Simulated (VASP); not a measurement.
Crystal: Be.

```
Be
1.0
     2.28530    0.00000    0.00000
    -1.14265    1.97913    0.00000
     0.00000    0.00000    3.58420
Be
2
Direct
  0.66667 0.33333 0.75000
  0.33333 0.66667 0.25000
```

Program: VASP 6.6.1. Alike in all runs: potentials or basis VASP PAW PBE potentials, release 64 (Be); no spin polarisation; cell as given; k mesh 13 × 13 × 8; cutoff (eV) 520.

Order these runs on this cell by their pressure, lowest first.
A. level vdW-DF; smearing methfessel-paxton 0.2 eV
B. level PBE; smearing fermi-dirac 0.05 eV
C. level RPBE+D3(BJ); smearing methfessel-paxton 0.1 eV

C (-24.5 GPa), B (-2.7 GPa), A (0.0 GPa).

Caveats: the PAW data sets were made with another functional, which shifts forces and pressure a little (some runs); so large a pressure means that the cell lies far from this level's equilibrium, or that cutoff or potentials fall short (some runs); the potentials were made for another functional, which shifts forces and pressure (some runs); pairwise dispersion overbinds metals, which lowers pressure and volume (some runs).

Not every run made on this cell is shown here.
